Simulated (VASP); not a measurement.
TaN, 2 atoms in the cell. The typed cell holds 2 atoms: a = 2.938 Å, b = 2.938 Å, c = 2.883 Å, α = 90.00°, β = 90.00°, γ = 120.00°.  The cell isn't the ideal one: atoms moved at random, drawn with an rms of 0.05 Å.

```yaml
Program: VASP 6.6.1
Task: single point
Functional: PBE
Potentials_or_basis: VASP PAW PBE potentials, release 64 (Ta_pv, N)
Cutoff: 520 eV
k_mesh: 10 × 10 × 9
Occupations: fermi-dirac, width 0.05 eV
Spin: no spin polarisation
Further_INCAR_settings: ALGO = Normal; EDIFF = 1e-07; NBANDS = 15
```

Potentials or basis: VASP PAW PBE potentials, release 64 (Ta_pv, N).

Command:

```console
$ cat potpaw_PBE.64/Ta_pv/POTCAR potpaw_PBE.64/N/POTCAR > POTCAR
$ mpirun -np 1 vasp_std > vasp.out
```

Hardware: 1 thread of Intel(R) Xeon(R) Platinum 8488C (Sapphire Rapids), with other jobs on the host.

Q: Estimate the wall time of this run.

A: Wall time 59 s on 1 thread of Intel(R) Xeon(R) Platinum 8488C (Sapphire Rapids) (shared host), peak memory 0.26 GiB. Counts: scf iterations 14, k points 452.
